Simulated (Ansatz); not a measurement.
# Harmonic thermodynamics of AlSb in the zinc blende structure

Per mole of formula units at the relaxed static volume; finite displacements on a 6×6×6 mesh, DFT at the r2SCAN level (Ansatz, an electronic-structure program), k mesh 6×6×6; sums on an interpolated 12×12×12 mesh. Dynamical quadrupoles are not included in the interpolation of the phonons between the solved wave vectors. Spin-orbit coupling is not included. Zero-point energy 7.12 kJ/mol.

```json
[
 {"T (K)": "100", "F_vib (kJ/mol)": "6.19", "S (J/mol/K)": "23.0", "C_V (J/mol/K)": "27.5"},
 {"T (K)": "150", "F_vib (kJ/mol)": "4.71", "S (J/mol/K)": "35.9", "C_V (J/mol/K)": "36.0"},
 {"T (K)": "200", "F_vib (kJ/mol)": "2.63", "S (J/mol/K)": "47.0", "C_V (J/mol/K)": "40.9"},
 {"T (K)": "250", "F_vib (kJ/mol)": "0.04", "S (J/mol/K)": "56.4", "C_V (J/mol/K)": "43.7"},
 {"T (K)": "300", "F_vib (kJ/mol)": "[?]", "S (J/mol/K)": "[?]", "C_V (J/mol/K)": "[?]"},
 {"T (K)": "400", "F_vib (kJ/mol)": "-10.14", "S (J/mol/K)": "77.9", "C_V (J/mol/K)": "47.3"},
 {"T (K)": "600", "F_vib (kJ/mol)": "-27.80", "S (J/mol/K)": "97.4", "C_V (J/mol/K)": "48.7"},
 {"T (K)": "800", "F_vib (kJ/mol)": "-48.76", "S (J/mol/K)": "111.5", "C_V (J/mol/K)": "49.2"},
 {"T (K)": "1000", "F_vib (kJ/mol)": "-72.20", "S (J/mol/K)": "122.5", "C_V (J/mol/K)": "49.4"}
]
```

Problem. What belongs in the gaps?

Solution. 
- 300, F_vib (kJ/mol): -2.99
- 300, S (J/mol/K): 64.6
- 300, C_V (J/mol/K): 45.4

No phase change or melting is allowed for: the numbers belong to this structure as given.

The PAW data sets were generated under PBE and serve the other functionals too.
